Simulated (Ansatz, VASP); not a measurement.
**Pb: VASP beside Ansatz**

```xyz
4
Lattice="3.5244 0.0000 0.0000 -1.7622 3.0522 0.0000 0.0000 0.0000 11.4952" Properties=species:S:1:pos:R:3 pbc="T T T"
Pb    0.0000    0.0000    0.0000
Pb    0.0000    2.0348    2.8738
Pb    0.0000    0.0000    5.7476
Pb    1.7622    1.0174    8.6214
```

This isn't the form of Pb at room conditions, which is fcc.

Alike in both runs: task single point; functional PBE; k mesh 6 × 6 × 2; occupations gaussian, width 0.1 eV; no spin polarisation.

|  | VASP | Ansatz |
| --- | --- | --- |
| version | VASP 6.6.1 | Ansatz 0.2.0 |
| potentials or method | VASP PAW PBE potentials, release 64 (Pb_d) | scalar-relativistic, plane waves, PAW |
| plane-wave cutoff (eV) | 520 | 420 |
| valence electrons in the cell | 56 | 56 |

Ansatz gave:

- gap on the k mesh at the Fermi level (eV): none
- pressure (GPa): 1.4
- largest component of the traceless stress (GPa): 1.80

Task: Which values does VASP return?

Result: gap on the k mesh at the Fermi level (eV): none; pressure (GPa): 1.3; largest component of the traceless stress (GPa): 1.79.

A gap of «none» marks a metal or a gap that the smearing closes. With one functional, cell and mesh, what is left measures potentials, basis and numerics.

The runs have no spin-orbit coupling, so splittings on Pb are missing.
